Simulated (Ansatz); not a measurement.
# Pb: pressure against volume

Pb, P6_3/mmc, a = 3.456 Å, c = 5.781 Å. This isn't the element's structure at ambient conditions. Ansatz: PBEsol, PAW, 420 eV, Γ-centred 12×12×8 mesh on 2 atoms, Gaussian smearing 0.10 eV; no spin polarisation. Shape and atoms are relaxed at each volume; pressure is positive in compression.

```
V (Å³/atom) P (GPa)
     28.104     3.36
     29.001        ?
     29.898     0.00
     30.795    -1.29
     31.692    -2.37
```

Problem. Take V0 = 29.898 Å³/atom, fit the third-order Birch–Murnaghan form to the other rows, and predict the missing pressure.

Solution. With the Eulerian strain f = ½[(V0/V)^(2/3) − 1] and y = P/[3f(1 + 2f)^(5/2)], the form is the line y = B0 + 1.5 B0 (B0′ − 4) f. Rows (f, y): 0.02106, 48.0; -0.00976, 46.3; -0.01905, 45.7. Means f = -0.002583, y = 46.667; Σ(Δf)² = 0.0008817, ΣΔfΔy = 0.05007; the slope is their ratio. y = 46.81 + 56.79 f GPa, so B0 = 46.8 GPa and B0′ = 4 + 2 × (56.79)/(3 × 46.81) = 4.81. At V = 29.001, f = 0.01026, y = 47.39 and P = 1.53 GPa. The run gave 1.53 GPa, the same to the digits shown.

Spin–orbit coupling is left out, which can shift energies with elements as heavy as these.